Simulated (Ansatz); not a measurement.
System: rutile RuO2. Method: BLYP in Ansatz (PAW).

Run with plane-wave cutoff 520 eV, 12×12×18 k mesh (along the axes of the cell as run), Fermi–Dirac smearing 0.05 eV, no spin polarisation, scalar-relativistic PAW data made under PBE.

Results at a series of volumes:

| V (Å³/atom) | E − E_lowest (meV/atom) | P (GPa) |
|---|---|---|
| 10.574 | 13.71 | 10.35 |
| 10.795 | 3.31 | 4.89 |
| 11.015 | 0.00 | 0.01 |
| 11.235 | 3.02 | -4.33 |
| 11.455 | 11.67 | -8.18 |

Question: Estimate the bulk modulus from the pressures at 10.795 and 11.235 Å³/atom, and compare it with a fit to all energies.

Answer: B = −V dP/dV. Between V = 10.795 and 11.235 Å³/atom, dP/dV = (-4.33 − (4.89))/(11.235 − 10.795) = -21.0 GPa per Å³/atom; at the midpoint 11.015 Å³/atom this gives B ≈ 231 GPa. The third-order Birch–Murnaghan fit gives V0 = 11.016 Å³/atom, B0 = 230 GPa, B′ = 4.8, which lies within 1 % of that estimate.

Shape and atoms are relaxed at each volume.

Measured, for comparison: bulk modulus 270 GPa (room temperature, not corrected to a static lattice; as tabulated in LI and ZENG (2008), arXiv:0807.3251). Computed (rounded) less measured: bulk modulus -15 %.

Note: the bulk modulus comes from volumes at which shape and atoms were relaxed.

Computed values are for the static lattice.

Ansatz is a program for electronic structure.
